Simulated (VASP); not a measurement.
# Ru in VASP: a series of runs, part 2 of 2

VASP 6.6.1. The steps go on from the part before.

## 3. Single point, RPBE

This run uses another cell than the first one, of 22.82 Å³/atom, 1.041 times its volume.

INCAR reads:

```
SYSTEM = Ru
PREC = Accurate ; ENCUT = 520
EDIFF = 1E-7 ; ISMEAR = 0
SIGMA = 0.1 ; LREAL = .FALSE.
LASPH = .TRUE. ; NELM = 80
ALGO = Fast ; ISIF = 2
LWAVE = .FALSE. ; LCHARG = .FALSE.
LDIPOL = .TRUE. ; IDIPOL = 3
DIPOL = 0.5 0.5 0.500 ; GGA = RP
NBANDS = 88
```

KPOINTS reads:

```
Automatic mesh
0
G
  16 16 1
  0 0 0
```

POSCAR reads:

```
Ru
1.0
    2.7330600000      0.0000000000      0.0000000000
    1.3665300000      2.3668993901      0.0000000000
    0.0000000000      0.0000000000     38.8100000000
Ru
11
Direct
    0.0000000000      0.0000000000      0.2241532931
    0.3333333333      0.3333333333      0.2775627329
    0.0000000000      0.0000000000      0.3331345710
    0.3333333333      0.3333333333      0.3889126786
    0.0000000000      0.0000000000      0.4445173275
    0.3333333333      0.3333333333      0.5000000006
    0.0000000000      0.0000000000      0.5554826733
    0.3333333333      0.3333333333      0.6110873218
    0.0000000000      0.0000000000      0.6668654286
    0.3333333333      0.3333333333      0.7224372665
    0.0000000000      0.0000000000      0.7758467061
```

Potentials or basis: VASP PAW PBE potentials, release 64 (Ru_pv).

Command:

```
cat potpaw_PBE.64/Ru_pv/POTCAR > POTCAR
mpirun -np 1 vasp_std > vasp.out
```

OUTCAR:

```text
SYSTEM = Ru
   PREC = Accurate
   ENCUT = 520
   EDIFF = 1E-7
   ISMEAR = 0
   LREAL = .FALSE.
   LASPH = .TRUE.
   NELM = 80
   ISIF = 2
   GGA = RP

 ion  position               nearest neighbor table
   1  0.000  0.000  0.224-   2 2.61   2 2.61   2 2.61
   2  0.333  0.333  0.278-   1 2.61   1 2.61   1 2.61   3 2.67   3 2.67   3 2.67
   3  0.000  0.000  0.333-   2 2.67   2 2.67   2 2.67   4 2.68   4 2.68   4 2.68
   4  0.333  0.333  0.389-   5 2.67   5 2.67   5 2.67   3 2.68   3 2.68   3 2.68
   5  0.000  0.000  0.445-   6 2.67   6 2.67   6 2.67   4 2.67   4 2.67   4 2.67
   6  0.333  0.333  0.500-   7 2.67   7 2.67   7 2.67   5 2.67   5 2.67   5 2.67
   7  0.000  0.000  0.555-   6 2.67   6 2.67   6 2.67   8 2.67   8 2.67   8 2.67
   8  0.333  0.333  0.611-   7 2.67   7 2.67   7 2.67   9 2.68   9 2.68   9 2.68
   9  0.000  0.000  0.667-  10 2.67  10 2.67  10 2.67   8 2.68   8 2.68   8 2.68
  10  0.333  0.333  0.722-  11 2.61  11 2.61  11 2.61   9 2.67   9 2.67   9 2.67
  11  0.000  0.000  0.776-  10 2.61  10 2.61  10 2.61

  LATTYP: Found a hexagonal cell.
 ALAT       =     2.7330600000
 C/A-ratio  =    14.2002005077
[... 2399 lines left out ...]

 vacuum level on the upper side and lower side of the slab       (xc-potential included)        -0.043        -0.043

  FORCE on cell =-STRESS in cart. coord.  units (eV):
  Direction    XX          YY          ZZ          XY          YZ          ZX
  --------------------------------------------------------------------------------------
  -------------------------------------------------------------------------------------
  Total       -1.9360281     -1.9360281     -0.0223215     -0.0000000     -0.0000000     -0.0000000
  in kB      -12.3551959    -12.3551959     -0.1424497     -0.0000000     -0.0000000     -0.0000000
  external PRESSURE =      -8.2842805 kB  Pullay stress =       0.0000000 kB

 VOLUME and BASIS-vectors are now :
 -----------------------------------------------------------------------------
  energy-cutoff  :      520.00
  volume of cell :      251.06
      direct lattice vectors                 reciprocal lattice vectors
     2.733060000  0.000000000  0.000000000     0.365890248 -0.211246833  0.000000000
     1.366530000  2.366899390  0.000000000     0.000000000  0.422493666  0.000000000
     0.000000000  0.000000000 38.810000000     0.000000000  0.000000000  0.025766555

 POSITION                                       TOTAL-FORCE (eV/Angst)
 -----------------------------------------------------------------------------------
      0.00000      0.00000      8.69939         0.000000      0.000000     -0.011390
      1.36653      0.78897     10.77221        -0.000000     -0.000000      0.005795
      0.00000      0.00000     12.92895         0.000000      0.000000      0.002199
      1.36653      0.78897     15.09370        -0.000000     -0.000000     -0.001904
      0.00000      0.00000     17.25172         0.000000     -0.000000      0.000785
      1.36653      0.78897     19.40500         0.000000      0.000000      0.000000
      0.00000      0.00000     21.55828         0.000000      0.000000     -0.000785
      1.36653      0.78897     23.71630        -0.000000      0.000000      0.001904
      0.00000      0.00000     25.88105         0.000000      0.000000     -0.002199
      1.36653      0.78897     28.03779        -0.000000     -0.000000     -0.005795
      0.00000      0.00000     30.11061         0.000000      0.000000      0.011390
 -----------------------------------------------------------------------------------
    total drift:                               -0.000000     -0.000000     -0.000000

  FREE ENERGIE OF THE ION-ELECTRON SYSTEM (eV)
  ---------------------------------------------------
  free  energy   TOTEN  =       -92.5506973462 eV

  energy  without entropy=      -92.5021262737  energy(sigma->0) =      -92.52641181

 vacuum level on the upper side and lower side of the slab        10.548        10.548
```

stdout:

```text
POSCAR found type information on POSCAR Ru
 POSCAR found :  1 types and      11 ions
 scaLAPACK will be used
 -----------------------------------------------------------------------------
|                                                                             |
|                                                                             |
|     You enforced a specific xc type in the INCAR file but a different       |
|     I HOPE YOU KNOW WHAT YOU ARE DOING!                                     |
|                                                                             |
 -----------------------------------------------------------------------------

 LDA part: xc-table for (Slater+PW92), standard interpolation
 POSCAR, INCAR and KPOINTS ok, starting setup
 FFT: planning ... GRIDC
 FFT: planning ... GRID_SOFT
 FFT: planning ... GRID
 WAVECAR not read
 entering main loop
```

It took 35 min on 1 thread of Intel Xeon 6975P-C (Granite Rapids), shared host; peak memory 0.62 GiB.

What came out:

| Property | Result |
| --- | --- |
| Free energy | -92.5507 eV |
| Largest force | 0.011 eV/Å |
| Band gap on the k mesh | none (metal or under the smearing width) |

Forces on the atoms (eV/Å):
```
Ru   0.000  0.000 -0.011
Ru   0.000  0.000  0.006
Ru   0.000  0.000  0.002
Ru   0.000  0.000 -0.002
Ru   0.000  0.000  0.001
Ru   0.000  0.000  0.000
Ru   0.000  0.000 -0.001
Ru   0.000  0.000  0.002
Ru   0.000  0.000 -0.002
Ru   0.000  0.000 -0.006
Ru   0.000  0.000  0.011
```

Caveat: the PAW data sets were made with another functional, which shifts forces and pressure a little.

## 4. Single point, RPBE

This run uses another cell than the first one, of 22.37 Å³/atom, 1.020 times its volume.

INCAR reads:

```
SYSTEM = Ru
  PREC = Accurate
  ENCUT = 520
  EDIFF = 1E-6
  ISMEAR = 0
  SIGMA = 0.1
  LREAL = .False.
  LASPH = .True.
  NELM = 80
  ALGO = Fast
  ISIF = 2
  LWAVE = .False.
  LCHARG = .False.
  LDIPOL = .True.
  IDIPOL = 3
  DIPOL = 0.5 0.5 0.500
  GGA = RP
  NBANDS = 88
```

KPOINTS reads:

```
regular mesh
0
Gamma
  16 16 1
  0 0 0
```

POSCAR reads:

```
Ru
1.0
    2.7060000000      0.0000000000      0.0000000000
    1.3530000000      2.3434647426      0.0000000000
    0.0000000000      0.0000000000     38.8100000000
Ru
11
Direct
    0.0000000000      0.0000000000      0.2226989923
    0.3333333333      0.3333333333      0.2764941583
    0.0000000000      0.0000000000      0.3322868223
    0.3333333333      0.3333333333      0.3883776004
    0.0000000000      0.0000000000      0.4442382169
    0.3333333333      0.3333333333      0.5000000006
    0.0000000000      0.0000000000      0.5557617837
    0.3333333333      0.3333333333      0.6116224001
    0.0000000000      0.0000000000      0.6677131775
    0.3333333333      0.3333333333      0.7235058411
    0.0000000000      0.0000000000      0.7773010068
```

Potentials or basis: VASP PAW PBE potentials, release 64 (Ru_pv).

Command:

```
cat potpaw_PBE.64/Ru_pv/POTCAR > POTCAR
mpirun -np 1 vasp_std > vasp.out
```

OUTCAR:

```text
SYSTEM = Ru
   PREC = Accurate
   ENCUT = 520
   EDIFF = 1E-6
   ISMEAR = 0
   LREAL = .False.
   LASPH = .True.
   NELM = 80
   ISIF = 2
   GGA = RP

 ion  position               nearest neighbor table
   1  0.000  0.000  0.223-   2 2.61   2 2.61   2 2.61
   2  0.333  0.333  0.276-   1 2.61   1 2.61   1 2.61   3 2.67   3 2.67   3 2.67
   3  0.000  0.000  0.332-   2 2.67   2 2.67   2 2.67   4 2.68   4 2.68   4 2.68
   4  0.333  0.333  0.388-   5 2.67   5 2.67   5 2.67   3 2.68   3 2.68   3 2.68
   5  0.000  0.000  0.444-   6 2.67   6 2.67   6 2.67   4 2.67   4 2.67   4 2.67
   6  0.333  0.333  0.500-   7 2.67   7 2.67   7 2.67   5 2.67   5 2.67   5 2.67
   7  0.000  0.000  0.556-   6 2.67   6 2.67   6 2.67   8 2.67   8 2.67   8 2.67
   8  0.333  0.333  0.612-   7 2.67   7 2.67   7 2.67   9 2.68   9 2.68   9 2.68
   9  0.000  0.000  0.668-  10 2.67  10 2.67  10 2.67   8 2.68   8 2.68   8 2.68
  10  0.333  0.333  0.724-  11 2.61  11 2.61  11 2.61   9 2.67   9 2.67   9 2.67
  11  0.000  0.000  0.777-  10 2.61  10 2.61  10 2.61

  LATTYP: Found a hexagonal cell.
 ALAT       =     2.7060000000
 C/A-ratio  =    14.3422025131

  Lattice vectors:

 A1 = (  -1.3530000000,  -2.3434647426,   0.0000000000)
 A2 = (   2.7060000000,   0.0000000000,   0.0000000000)
 A3 = (   0.0000000000,   0.0000000000,  38.8100000000)

Analysis of symmetry for initial positions (statically):
=====================================================================
 Subroutine PRICEL returns:
 Original cell was already a primitive cell.

 Routine SETGRP: Setting up the symmetry group for a
 hexagonal supercell.

 Subroutine GETGRP returns: Found 12 space group operations
 (whereof 12 operations were pure point group operations)
 out of a pool of 24 trial point group operations.

The static configuration has the point symmetry D_3h.

Analysis of symmetry for dynamics (positions and initial velocities):
=====================================================================
 Subroutine PRICEL returns:
 Original cell was already a primitive cell.

 Routine SETGRP: Setting up the symmetry group for a
 hexagonal supercell.

 Subroutine GETGRP returns: Found 12 space group operations
 (whereof 12 operations were pure point group operations)
 out of a pool of 24 trial point group operations.

The dynamic configuration has the point symmetry D_3h.

 Subroutine INISYM returns: Found 12 space group operations
 (whereof 12 operations are pure point group operations),
 and found     1 'primitive' translations

----------------------------------------------------------------------------------------

                                     Primitive cell

  volume of cell :     246.1103

  direct lattice vectors                    reciprocal lattice vectors
     2.706000000  0.000000000  0.000000000     0.369549150 -0.213359301  0.000000000
     1.353000000  2.343464743  0.000000000     0.000000000  0.426718603  0.000000000
     0.000000000  0.000000000 38.810000000     0.000000000  0.000000000  0.025766555

  length of vectors
     2.706000000  2.706000000 38.810000000     0.426718603  0.426718603  0.025766555

  position of ions in fractional coordinates (direct lattice)
     0.000000000  0.000000000  0.222698992
     0.333333333  0.333333333  0.276494158
[... 86 lines left out ...]
   PREC   = accura    normal or accurate (medium, high low for compatibility)
   ISTART =      0    job   : 0-new  1-cont  2-samecut
   ICHARG =      2    charge: 1-file 2-atom 10-const
   ISPIN  =      1    spin polarized calculation?
   LNONCOLLINEAR =      F non collinear calculations
   LSORBIT =      F    spin-orbit coupling
   LASPH  =      T    aspherical Exc in radial PAW
   ENCUT  =  520.0 eV  38.22 Ry    6.18 a.u.   5.03  5.03 72.16*2*pi/ulx,y,z
   NELM   =     80;   NELMIN=  2; NELMDL= -5     # of ELM steps
   EDIFF  = 0.1E-05   stopping-criterion for ELM
   LREAL  =      F    real-space projection
   EDIFFG = 0.1E-04   stopping-criterion for IOM
   NSW    =      0    number of steps for IOM
   IBRION =     -1    ionic relax: 0-MD 1-quasi-New 2-CG
   NFREE  =      0    steps in history (QN), initial steepest desc. (CG)
   ISIF   =      2    stress and relaxation
   ISYM   =      2    0-nonsym 1-usesym 2-fastsym
   POTIM  = 0.5000    time-step for ionic-motion
   TEBEG  =    0.0;   TEEND  =   0.0 temperature during run
   PSTRESS=    0.0 pullay stress
   NELECT =     154.0000    total number of electrons
   NUPDOWN=      -1.0000    fix difference up-down
   EMIN   =  10.00;   EMAX   =-10.00  energy-range for DOS
   EFERMI =   0.00;   METHOD = LEGACY
   ISMEAR =     0;   SIGMA  =   0.10  broadening in eV -4-tet -1-fermi 0-gaus
   EFERMI_NEDOS =   21; number of points for ismear=-14 and -15
   IALGO  =     68    algorithm
   IMIX   =      4    mixing-type and parameters
     AMIX     =   0.40;   BMIX     =  1.00
     AMIX_MAG =   1.60;   BMIX_MAG =  1.00
  volume/ion in A,a.u.               =      22.37       150.98
  Fermi-wavevector in a.u.,A,eV,Ry     =   1.400249  2.646086 26.676887  1.960696
  Thomas-Fermi vector in A             =   2.523228
   LORBIT       =      0    0 simple, 1 ext, 2 COOP (PROOUT), +10 PAW based schemes
   GGA     = RP    functional components
   LHFCALC =     F    Hartree Fock is set to
   AEXX    =    0.0000 exact exchange contribution
   IVDW    =     0    specifies the selected vdW correction
   LEPSILON=     F    determine dielectric tensor
   LRPA    =     F    only Hartree local field effects (RPA)
 non-spin polarized calculation
 RMM-DIIS sequential band-by-band and
 Gauss-broadening in eV      SIGMA  =   0.10
  energy-cutoff  :      520.00
  volume of cell :      246.11
 maximum number of plane-waves:      6705
   NGX =  9   NGY =  9   NGZ =145

 dipolmoment           0.000000      0.000000      0.000000 electrons x Angstroem

 number of electron     153.9999991 magnetization

 dipolmoment           0.000000      0.000000     -0.000000 electrons x Angstroem

 Free energy of the ion-electron system (eV)
  ---------------------------------------------------
  ext. energy  EPLUGINS =         0.00000000
  ---------------------------------------------------
  free energy    TOTEN  =       -92.52719625 eV

  energy without entropy =      -92.48011256  energy(sigma->0) =      -92.50365440

 E-fermi :   6.0015     XC(G=0):  -9.0785

 val. band max:        6.0010606347   @ k =  -0.4375   0.1250   0.0000
 cond. band min:       6.0109935115   @ k =   0.1250   0.0000   0.0000
 fundamental gap:      0.0099328768
 Fermi energy:         6.0015150681

 k-point     1 :       0.0000    0.0000    0.0000
  band No.  band energies     occupation
      1     -37.6345      2.00000
      2     -37.6114      2.00000
      3     -37.5365      2.00000
      4     -37.3889      2.00000
      5     -37.2253      2.00000
      6     -37.0581      2.00000
[... 2173 lines left out ...]
     87       7.6618      0.00000
     88       7.6709      0.00000

 [... further k-points ...]

------------------------ aborting loop because EDIFF is reached ----------------------------------------

 vacuum level on the upper side and lower side of the slab       (xc-potential included)        -0.003        -0.003

  FORCE on cell =-STRESS in cart. coord.  units (eV):
  Direction    XX          YY          ZZ          XY          YZ          ZX
  --------------------------------------------------------------------------------------
  -------------------------------------------------------------------------------------
  Total        4.2155838      4.2155838     -0.0125041      0.0000000      0.0000000      0.0000000
  in kB       27.4434341     27.4434341     -0.0814018      0.0000000      0.0000000      0.0000000
  external PRESSURE =      18.2684888 kB  Pullay stress =       0.0000000 kB

 VOLUME and BASIS-vectors are now :
 -----------------------------------------------------------------------------
  energy-cutoff  :      520.00
  volume of cell :      246.11
      direct lattice vectors                 reciprocal lattice vectors
     2.706000000  0.000000000  0.000000000     0.369549150 -0.213359301  0.000000000
     1.353000000  2.343464743  0.000000000     0.000000000  0.426718603  0.000000000
     0.000000000  0.000000000 38.810000000     0.000000000  0.000000000  0.025766555

 POSITION                                       TOTAL-FORCE (eV/Angst)
 -----------------------------------------------------------------------------------
      0.00000      0.00000      8.64295         0.000000      0.000000     -0.011027
      1.35300      0.78115     10.73074         0.000000     -0.000000      0.003109
      0.00000      0.00000     12.89605         0.000000      0.000000      0.003996
      1.35300      0.78115     15.07293        -0.000000     -0.000000     -0.001018
      0.00000      0.00000     17.24089         0.000000      0.000000     -0.000323
      1.35300      0.78115     19.40500        -0.000000      0.000000      0.000000
      0.00000      0.00000     21.56911         0.000000      0.000000      0.000323
      1.35300      0.78115     23.73707        -0.000000     -0.000000      0.001018
      0.00000      0.00000     25.91395         0.000000      0.000000     -0.003996
      1.35300      0.78115     28.07926         0.000000     -0.000000     -0.003109
      0.00000      0.00000     30.16705         0.000000      0.000000      0.011027
 -----------------------------------------------------------------------------------
    total drift:                                0.000001      0.000000     -0.000000

  FREE ENERGIE OF THE ION-ELECTRON SYSTEM (eV)
  ---------------------------------------------------
  free  energy   TOTEN  =       -92.5271962470 eV

  energy  without entropy=      -92.4801125573  energy(sigma->0) =      -92.50365440

 vacuum level on the upper side and lower side of the slab        10.819        10.819
```

It took 34 min on 1 thread of Intel Xeon 6975P-C (Granite Rapids), shared host; peak memory 0.61 GiB.

Results:

- Free energy: -92.5272 eV
- Largest force: 0.011 eV/Å
- Band gap on the k mesh: none (metal or under the smearing width)

Forces on the atoms (eV/Å):
```
Ru   0.000  0.000 -0.011
Ru   0.000  0.000  0.003
Ru   0.000  0.000  0.004
Ru   0.000  0.000 -0.001
Ru   0.000  0.000  0.000
Ru   0.000  0.000  0.000
Ru   0.000  0.000  0.000
Ru   0.000  0.000  0.001
Ru   0.000  0.000 -0.004
Ru   0.000  0.000 -0.003
Ru   0.000  0.000  0.011
```

Levels at points of the mesh, in eV from the Fermi level:
```csv
k point,band 74,band 75,band 76,band 77,band 78,band 79
"(0.00, 0.00, 0.00)",-1.42,-1.21,-1.21,-0.96,-0.96,-0.64
"(0.50, 0.00, 0.00)",1.30,1.30,1.32,1.41,1.41,1.54
```

Caveat: the PAW data sets were made with another functional, which shifts forces and pressure a little.

## 5. Overview

```tsv
cell	further INCAR settings	gap on the mesh (eV)	largest force (eV/Å)
P-6m2, 21.93 Å³/atom	ALGO = Fast; EDIFF = 1e-06; NBANDS = 88	none	0.01
P-6m2, 22.82 Å³/atom	ALGO = Fast; EDIFF = 1e-07; NBANDS = 88	none	0.01
P-6m2, 22.37 Å³/atom	ALGO = Fast; EDIFF = 1e-06; NBANDS = 88	none	0.01
```

Alike in all rows: task single point; level RPBE; potentials or basis VASP PAW PBE potentials, release 64 (Ru_pv); no spin polarisation; k mesh 16 × 16 × 1; cutoff (eV) 520; smearing gaussian 0.1 eV.

Every run on the cell as given and a fine mesh finds a metal.

Caveats: the PAW data sets were made with another functional, which shifts forces and pressure a little.

Total energies depend on the potentials used, so only differences within one code and one set of settings carry meaning.
